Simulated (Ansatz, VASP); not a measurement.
## Two plane-wave programs on Cs

Contents of INCAR:

```
PREC = Accurate
ENCUT = 520
EDIFF = 1E-7
ISMEAR = -1
SIGMA = 0.05
LREAL = False
LASPH = True
NELM = 100
ALGO = Normal
ISIF = 2
LWAVE = False
LCHARG = False
GGA = PE
NBANDS = 10
```

KPOINTS

```
regular mesh
0
Gamma
  7 7 7
```

The input POSCAR:

```
Cs
1.0
   -2.6939357185      2.6939357185      4.0135983889
    2.6939357185     -2.6939357185      4.0135983889
    2.6939357185      2.6939357185     -4.0135983889
Cs
1
Direct
    0.0000000000      0.0000000000      0.0000000000
```

File input.yaml:

```yaml
crystal:
  lattice:
    - [-2.6939357185, 2.6939357185, 4.0135983889]
    - [2.6939357185, -2.6939357185, 4.0135983889]
    - [2.6939357185, 2.6939357185, -4.0135983889]
  atoms:
    - { symbol: Cs, position: [0.0, 0.0, 0.0] }
hamiltonian:
  xc: pbe
  pseudopotentials: { kind: paw }
kpoints:
  mp_grid: { grid: [7, 7, 7] }
scf:
  occupations: { method: fermi_dirac, width: 0.05 }
output:
  forces: true
  stress: true
  eigenvalues: true
  write_density: true
  write_potential: true
  elf: true
  volumetric_format: npy
```

Change from the starting cell: volume scaled by 0.94.

Alike in both runs: task single point; functional PBE; k mesh 7 × 7 × 7; occupations fermi-dirac, width 0.05 eV; no spin polarisation.

```csv
,VASP,Ansatz
version,VASP 6.6.1,Ansatz 0.2.0
potentials or method,"VASP PAW PBE potentials, release 64 (Cs_sv)",Ansatz PAW
plane-wave cutoff (eV),520,420
valence electrons in the cell,9,9
```

```tsv
	VASP	Ansatz	Ansatz less VASP
gap on the k mesh at the Fermi level (eV)	none	none	-
pressure (GPa)	0.0	0.0	+0.01
```

A gap of «none» marks a metal or a gap that the smearing closes.

The runs have no spin-orbit coupling, so splittings on Cs are missing.
